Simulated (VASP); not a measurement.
**LiH in VASP 6.6.1, single-point calculation**

INCAR

```
SIGMA = 0.01
NELM = 93
LCHARG = .FALSE.
NSW = 0
LASPH = .TRUE.
LREAL = .FALSE.
IBRION = -1
ALGO = All
NBANDS = 9
EDIFF = 1E-7
ISIF = 2
ISMEAR = 0
METAGGA = R2SCAN
LWAVE = .FALSE.
ENCUT = 520
PREC = Accurate
```

KPOINTS

```
KPOINTS created by Atomic Simulation Environment
0
Gamma
10 10 10
0 0 0
```

POSCAR

```
Li H
 1.0000000000000000
     0.0000000000000000    2.0029948411000000    2.0029948411000000
     1.9729499184999999    0.0000000000000000    2.0029948411000000
     1.9729499184999999    2.0029948411000000    0.0000000000000000
 Li  H
   1   1
Cartesian
  0.0000000000000000  0.0000000000000000  0.0000000000000000
  1.9729499184999999  2.0029948411000000  2.0029948411000000
```

The recommended PBE PAW datasets give the neutral cell 4 valence electrons.

Command

```
mpirun -np 1 vasp_std
```

Problem. Predict the outcome of this run.

Solution. It converged. Results: gap between bands v and c on the k mesh 3.43 eV; least direct gap on the k mesh 3.54 eV; pressure 0.1 GPa. Band v is the last that the valence electrons fill when counted band by band, and c is the next.

OSZICAR

```
N       E                     dE             d eps       ncg     rms           ort
DAV:   1    -0.222409304106E+01   -0.22241E+01   -0.25045E+03   918   0.480E+02
DAV:   2    -0.733970200318E+01   -0.51156E+01   -0.50659E+01   918   0.592E+01
DAV:   3    -0.741243129893E+01   -0.72729E-01   -0.72701E-01   918   0.583E+00
DAV:   4    -0.741271688493E+01   -0.28559E-03   -0.28555E-03   918   0.378E-01
DAV:   5    -0.741271821305E+01   -0.13281E-05   -0.13281E-05   918   0.182E-02
SDA:   6    -0.675711334376E+01    0.65560E+00   -0.13281E-05   918   0.114E+00   0.000E+00
CGA:   7    -0.681089741288E+01   -0.53784E-01   -0.53234E-01   918   0.105E-01   0.252E-02
CGA:   8    -0.681516685851E+01   -0.42694E-02   -0.42598E-02   918   0.347E-02   0.408E-04
CGA:   9    -0.681669287211E+01   -0.15260E-02   -0.15527E-02   918   0.362E-03  -0.129E-03
CGA:  10    -0.681681566473E+01   -0.12279E-03   -0.12629E-03   918   0.493E-04  -0.351E-04
CGA:  11    -0.681683434983E+01   -0.18685E-04   -0.21104E-04   918   0.147E-04  -0.119E-04
SDA:  12    -0.681683955244E+01   -0.52026E-05   -0.66814E-05   918   0.586E-05  -0.481E-05
CGA:  13    -0.681684122324E+01   -0.16708E-05   -0.16790E-05   918   0.397E-06   0.217E-06
SDA:  14    -0.681684127314E+01   -0.49901E-07   -0.79089E-07   918   0.130E-06   0.227E-06
   1 F= -.68168413E+01 E0= -.68168413E+01  d E =-.134705E-87
```

For comparison, a separate r²SCAN run of the intended cell, on usual settings and not on those above, gives a gap of 3.43 eV on its mesh and a pressure of 0.1 GPa.
